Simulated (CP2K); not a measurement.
## W under changes of volume

One of the cells (15.848 Å³/atom); the others are scaled copies at fixed shape and fractional positions:

```
W
1.0
     2.74070    0.00000    0.00000
    -0.91357    2.58396    0.00000
    -0.91357   -1.29198    2.23777
W
1
Direct
  0.00000 0.00000 0.00000
```

| Quantity | Value |
| --- | --- |
| Program | CP2K 2026.2 |
| Functional | LDA |
| Potentials or basis | GTH_POTENTIALS W GTH-PADE-q14; TZVP-MOLOPT-PBE-GTH basis |
| Density cutoff | 6123 eV |
| k mesh | 12 × 12 × 12 |
| Occupations | fermi-dirac, width 0.05 eV |
| Spin | no spin polarisation |

| volume (Å³/atom) | energy over the lowest point (meV/atom) | pressure (GPa) |
| --- | --- | --- |
| 14.897 | 0.00 | -21.0 |
| 15.214 | 58.26 | -37.6 |
| 15.531 | 148.33 | -53.3 |
| 15.848 | 269.73 | -67.7 |
| 16.165 | 422.94 | -80.4 |
| 16.482 | 597.77 | -92.6 |
| 16.798 | ? | ? |

Question: What does the run at 16.798 Å³/atom give?

Answer: Energy over the lowest point 797.80 meV/atom; pressure -103.2 GPa.

Worked out: A Birch-Murnaghan fit of order 3 (a polynomial in V^(-2/3)) to the other rows has its minimum at 14.58 Å³/atom, just outside them, with B0 = V·E''(V) = 945 GPa and B' = 3.1. It gives 797.96 meV/atom at 16.798 Å³/atom, against the run's 797.80, and -dE/dV = -106.9 GPa, against -103.2.

Energies are extrapolated to zero smearing.

Caveats: the basis of atomic orbitals isn't converged, which shifts pressures, moduli and gaps; the real-space grid breaks the cell's symmetry a little (some runs).
